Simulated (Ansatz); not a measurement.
**How far is PAW off for Zr?**

```
Zr
1.0
     3.23923    0.00000    0.00000
    -1.61962    2.80526    0.00000
     0.00000    0.00000    5.17222
Zr
2
Direct
  0.33333 0.66667 0.25000
  0.66667 0.33333 0.75000
```

Atoms are numbered in the order listed.

Structure from Materials Project entry mp-131 (possibly hypothetical), not relaxed further.

All numbers are computed: DFT, PBE, PAW with Ansatz's default frozen-core files, scalar-relativistic (Ansatz 0.2.0); DFT, PBE, all-electron PAW with datasets made for the crystal, scalar-relativistic (Ansatz 0.2.0); DFT, PBE, all-electron LAPW, scalar-relativistic (Ansatz 0.2.0).

For PAW: a Γ-centred 12×12×7 k mesh, Fermi–Dirac smearing of 0.05 eV, cutoff 420 eV, no spin polarisation. The crystal-made all-electron datasets (AE datasets) take a cutoff of 240 eV at this cell. LAPW targets a basis error of 1 meV/atom. The Ansatz runs share mesh, smearing and spin set-up. Plane-wave (PAW) pressures include the program's estimate of the Pulay term.

Stress and pressure are positive in compression.

Spin–orbit coupling is left out, which moves gradients at and beside heavy atoms by some per cent and at worst by a factor of two.

In a metal, gradients converge slowly with the k mesh: the values move by tens of per cent from one mesh to another, at times in sign, so only the comparison on one mesh counts.

Levels count from the Fermi level.

```csv
quantity,PAW,AE datasets,LAPW
pressure (GPa),-0.39,-0.37,-0.37
stress xx (GPa),-0.49,-0.46,-0.46
stress zz (GPa),-0.19,-0.17,-0.17
highest filled level at H (eV),-0.045,-0.045,-0.045
highest filled level at K (eV),-1.128,-1.128,-1.128
lowest empty level at K (eV),0.256,0.257,0.256
highest filled level at L (eV),-1.048,-1.047,-1.047
lowest empty level at L (eV),1.593,1.593,1.593
field gradient Vzz at Zr1 (10²¹ V/m²),3.94,3.93,–
```
